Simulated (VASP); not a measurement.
Here is a VASP 6.6.1 calculation.

Contents of INCAR:

```
SYSTEM = SrO
PREC = Accurate
ENCUT = 600
EDIFF = 1E-6
ISMEAR = 0
SIGMA = 0.03
LREAL = .FALSE.
LASPH = .TRUE.
NELM = 80
ALGO = Normal
ISIF = 3
LWAVE = .FALSE.
LCHARG = .FALSE.
GGA = PS
IBRION = 2
NSW = 90
EDIFFG = -0.01
```

KPOINTS

```
Automatic mesh
0
G
  10 10 10
  0 0 0
```

POSCAR

```
SrO
1.0
    0.0000000000      2.5663000000      2.5663000000
    2.5663000000      0.0000000000      2.5663000000
    2.5663000000      2.5663000000      0.0000000000
Sr O
1 1
Direct
    0.5000000000      0.5000000000      0.5000000000
    0.0000000000      0.0000000000      0.0000000000
```

Potentials or basis: VASP PAW PBE potentials, release 64 (Sr_sv, O).

Launch:

```bash
$ cat potpaw_PBE.64/Sr_sv/POTCAR potpaw_PBE.64/O/POTCAR > POTCAR
$ mpirun -np 1 vasp_std > vasp.out
```

Question: What does it give for the band gap on the k mesh?

Answer: 3.15 eV, indirect (least direct gap 3.24 eV).

Final structure:
```xyz
2
Lattice="0.0000 2.5663 2.5663 2.5663 0.0000 2.5663 2.5663 2.5663 0.0000" Properties=species:S:1:pos:R:3 pbc="T T T"
Sr    2.5663    2.5663    2.5663
O     0.0000    0.0000    0.0000
```

Caveat: the relaxation stopped at its first step, so nothing moved. A hybrid or GW would open this gap; PBEsol tends to underestimate it.
